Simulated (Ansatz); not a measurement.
**AlCu3: under pressure**

A pressure series on AlCu3 (-3 to 15 GPa): equation of state, axes and gap.

Computed with Ansatz 0.2.0 (DFT r2SCAN, scalar-relativistic, plane waves, PAW, unless a step's input says otherwise).

**1. Starting point**

Symmetry: Pmmn, No. 59, orthorhombic system. The conventional cell has a = 4.173 Å, b = 5.107 Å, c = 4.512 Å, α = 90.00°, β = 90.00°, γ = 90.00°. Al (site symmetry mm2) has 12 Cu at 2.55 to 2.60 Å as nearest neighbours. Around Cu (site symmetry mm2) lie 4 Al at 2.55 Å and 8 Cu at 2.58 to 2.60 Å. Cu (site symmetry m) is surrounded by 8 Cu at 2.54 to 2.60 Å and 4 Al at 2.57 to 2.60 Å.

As a file:

```
Al Cu
1.0
     4.17251    0.00000    0.00000
     0.00000    5.10702    0.00000
     0.00000    0.00000    4.51172
Al Cu
2 6
Cartesian
  0.0000 0.0000 2.9827
  2.0863 2.5535 1.5290
  0.0000 2.5535 2.9898
  2.0863 0.0000 1.5219
  0.0000 1.2816 0.7222
  0.0000 3.8255 0.7222
  2.0863 1.2720 3.7895
  2.0863 3.8351 3.7895
```

The structure comes from the Materials Project (structure only).

(A quick probe on a coarse mesh, which set the mesh and smearing, is not shown.)

**3. The relaxation**

Contents of input.yaml:

```yaml
crystal:
  lattice:
    - [4.1725144, 0.0, 0.0]
    - [0.0, 5.10701746, 0.0]
    - [0.0, 0.0, 4.51171531]
  atoms:
    - { symbol: Al, position: [0.0, 0.0, 0.66111] }
    - { symbol: Al, position: [0.5, 0.5, 0.33889] }
    - { symbol: Cu, position: [0.0, 0.5, 0.66267495] }
    - { symbol: Cu, position: [0.5, 0.0, 0.33732505] }
    - { symbol: Cu, position: [0.0, 0.25094031, 0.16006468] }
    - { symbol: Cu, position: [0.0, 0.74905969, 0.16006468] }
    - { symbol: Cu, position: [0.5, 0.24905969, 0.83993532] }
    - { symbol: Cu, position: [0.5, 0.75094031, 0.83993532] }
basis:
  ecutwfc: 500
kpoints:
  mp_grid: { grid: [8, 8, 8] }
hamiltonian:
  xc: r2scan
scf:
  occupations: { method: gaussian, width: 0.1 }
output:
  forces: true
  stress: true
  eigenvalues: true
  write_density: true
  write_potential: true
  elf: true
  volumetric_format: npy
relax:
  adjacent_minimum: "off"
  f_tol: 0.005
  max_steps: 80
  cell: { stress_tol: 0.05 }
```

Run with:

```
> ansatz run input.yaml --threads 2 --pin off --max-ram 5120MiB --backend cpu --events-out ev --progress --plain --runs-dir out
```

The session goes on with these runs: target pressure -3 GPa; relaxing at 3 GPa; target pressure 8 GPa; 15 GPa.

Before running it: what results should come out? Wanted: relaxed cell; volume; formation energy; bulk modulus B0; B0'.

**Answer**, as computed:

| quantity | value |
| --- | --- |
| relaxed cell | a = 4.188 Å, b = 5.130 Å, c = 4.485 Å, α = 90.00°, β = 90.00°, γ = 90.00° |
| space group (0.01 Å) | Pmmn (No. 59) |
| volume | 12.05 Å³/atom |
| formation energy (elements from runs with the same settings, not shown) | -0.20 eV/atom |
| volume at 15 GPa | 11.10 Å³/atom, V/V0 = 0.922 |
| bulk modulus B0 (third-order Birch-Murnaghan) | 151 GPa |
| B0' | 4.7 |

What this shows: The volume hardly moved (+0.2 %). At 15 GPa the crystal has lost 7.8 % of its volume. A third-order Birch-Murnaghan curve fits the points with B0 = 151 GPa. The symmetry of the start is kept, so a transition to another structure would not show.
